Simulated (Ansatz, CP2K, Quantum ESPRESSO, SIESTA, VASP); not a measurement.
## TiO2: programs and potentials compared

```xyz
6
Lattice="4.5998 0.0000 0.0000 0.0000 4.5998 0.0000 0.0000 0.0000 2.9592" Properties=species:S:1:pos:R:3 pbc="T T T"
Ti    0.0000    0.0000    1.4796
Ti    2.2999    2.2999    0.0000
O     1.3998    1.3998    1.4796
O     0.9001    3.6997    0.0000
O     3.6997    0.9001    0.0000
O     3.2000    3.2000    1.4796
```

The cell is a database's computed one, not the measured one.

Alike in all runs: task band structure; functional PBEsol; k mesh 6 × 6 × 9; occupations fermi-dirac, width 0.05 eV; no spin polarisation; no spin-orbit coupling. Pressure is positive in compression and, in plane waves, holds the error of the finite cutoff, which Ansatz's Pulay term estimates and takes out. Gaps are the smaller of the mesh's and the band path's.

```json
{"program and potentials": "Ansatz, Ansatz PAW", "plane-wave cutoff (eV)": "420", "notes": "potentials made for PBE, which Ansatz adapts in part; Pulay term of +0.79 GPa included", "band gap (eV)": "1.83", "pressure (GPa)": "-2.79", "largest force (eV/Å)": "0.069"}
{"program and potentials": "SIESTA, files PseudoDojo sr-pbesol-0.4.1-standard, DZP (energy shift 0.003 Ry; two zetas on semicore shells)", "plane-wave cutoff (eV)": "-", "notes": "atomic basis", "band gap (eV)": "1.72", "pressure (GPa)": "0.44", "largest force (eV/Å)": "-"}
{"program and potentials": "Quantum ESPRESSO, GBRV 1.5 PBEsol", "plane-wave cutoff (eV)": "612", "notes": "-", "band gap (eV)": "1.83", "pressure (GPa)": "-2.50", "largest force (eV/Å)": "0.061"}
{"program and potentials": "VASP, PBE PAW files O, Ti_sv, 520 eV", "plane-wave cutoff (eV)": "520", "notes": "potentials made for PBE", "band gap (eV)": "1.80", "pressure (GPa)": "-2.13", "largest force (eV/Å)": "-"}
{"program and potentials": "Ansatz, all-electron LAPW, scalar-relativistic", "plane-wave cutoff (eV)": "-", "notes": "-", "band gap (eV)": "1.82", "pressure (GPa)": "-2.81", "largest force (eV/Å)": "0.071"}
{"program and potentials": "CP2K, POTENTIAL_UZH Ti GTH-PBE-q12, O GTH-PBE-q6; TZVP-MOLOPT-PBE-GTH basis", "plane-wave cutoff (eV)": "-", "notes": "atomic basis; potentials made for PBE", "band gap (eV)": "1.77", "pressure (GPa)": "-1.12", "largest force (eV/Å)": "0.114"}
```

Force on atom 3 (O), eV/Å:

```csv
program and potentials,x,y,z
"Ansatz, Ansatz PAW",0.049,0.049,0.000
"Quantum ESPRESSO, GBRV 1.5 PBEsol",0.043,0.043,0.000
"VASP, PBE PAW files O, Ti_sv, 520 eV",0.033,0.033,0.000
"Ansatz, all-electron LAPW, scalar-relativistic",0.050,0.050,0.000
"CP2K, POTENTIAL_UZH Ti GTH-PBE-q12, O GTH-PBE-q6; TZVP-MOLOPT-PBE-GTH basis",0.072,0.072,0.000
```

The band gap spans 1.72 (SIESTA, files PseudoDojo sr-pbesol-0.4.1-standard, DZP (energy shift 0.003 Ry; two zetas on semicore shells)) to 1.83 eV (Ansatz, Ansatz PAW), with all-electron results at 1.82. The pressure spans -2.81 (Ansatz, all-electron LAPW, scalar-relativistic) to 0.44 GPa (SIESTA, files PseudoDojo sr-pbesol-0.4.1-standard, DZP (energy shift 0.003 Ry; two zetas on semicore shells)), with all-electron results at -2.81. Rows in atomic bases carry the error of their basis and grid, which can be large.

The functional is the same throughout but for its coding, so the spread measures potentials, basis and numerics; runs on potential files found faulty are left out.
